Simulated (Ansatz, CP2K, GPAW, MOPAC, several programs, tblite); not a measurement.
# What cheap methods get right for CuI

Aim: run CuI through methods of unlike cost and see what each gets, and at what price.

Computed with MOPAC, tblite, CP2K, GPAW, Ansatz (versions at each run) (no spin polarisation, static lattice; gaps from single points on the cell relaxed beforehand with r²SCAN, unless a step's input says otherwise).

## 1. The structure to begin with

It takes space group P6_3/mmc (No. 194, hexagonal). Conventional cell: a = 4.147 Å, b = 4.147 Å, c = 6.336 Å, α = 90.00°, β = 90.00°, γ = 120.00°. Around Cu (site symmetry -3m) lie 6 I at 2.87 Å and 2 Cu at 3.17 Å. I (site symmetry -6m2) has 6 Cu at 2.87 Å as nearest neighbours.

Structure file:

```xyz
4
Lattice="4.1473 0.0000 0.0000 -2.0737 3.5917 0.0000 0.0000 0.0000 6.3364" Properties=species:S:1:pos:R:3 pbc="T T T"
Cu    0.0000    0.0000    0.0000
Cu    0.0000    0.0000    3.1682
I     0.0000    2.3945    1.5841
I     2.0737    1.1972    4.7523
```

The structure type (NiAs) is imposed and need not be the compound's stable one.

**Question.** The methods are PM6, PM7, GFN1-xTB (tblite), GFN2-xTB (tblite), PBE/DZVP, PBE/single-zeta, PBE/SZV, coarse PBE, GLLB-SC, PBE, r2SCAN. What gap does r2SCAN give on this cell, and which other methods (full PBE left aside) come nearest to r2SCAN and farthest in gap, volume and bulk modulus?

| quantity | value |
| --- | --- |
| r2SCAN | gap 0.84 eV, 23.60 Å³/atom, B₀ 50 GPa |
| gap: nearest and farthest of the other methods | coarse PBE (-0.15 eV), PM7 (+9.86 eV) |
| volume: nearest and farthest of the other methods | PM7, PBE/DZVP (about 4.5 % off); GFN2-xTB (tblite) (-6.6 %) |
| bulk modulus: nearest and farthest of the other methods | GFN2-xTB (tblite) (-8 %), PM7 (+49 %) |

Among the 9 methods compared for the gap (full PBE left aside), coarse PBE is nearest to r2SCAN and PM7 farthest. For the volume (full PBE left aside), PM7, PBE/DZVP tie for nearest to r2SCAN; GFN2-xTB (tblite) is farthest. Among the 4 methods compared for the bulk modulus (full PBE left aside), GFN2-xTB (tblite) is nearest to r2SCAN and PM7 farthest. A minimal basis or a coarse cutoff and mesh shifts results by its own error, so closeness to r2SCAN can be chance. Cluster runs see only the k-points that fold onto the zone centre, so their gaps can miss the band edges. GLLB-SC is compared with its derivative discontinuity added. No volume is given for PM6, PBE/single-zeta, PBE/SZV, coarse PBE, which can hide a larger miss. Overlaps count as a gap of zero in the misses; they are PBE/single-zeta -0.17 eV. CPU times run from 2.7 s (coarse PBE) to 76 s (GLLB-SC). On this cell GLLB-SC cost more than r2SCAN itself (37 s), so it is no saving here. PBE/single-zeta disagrees with r2SCAN even on whether there is a gap. r2SCAN is a yardstick, not the truth: it usually gives gaps below the measured ones. Spin-orbit coupling is left out throughout.
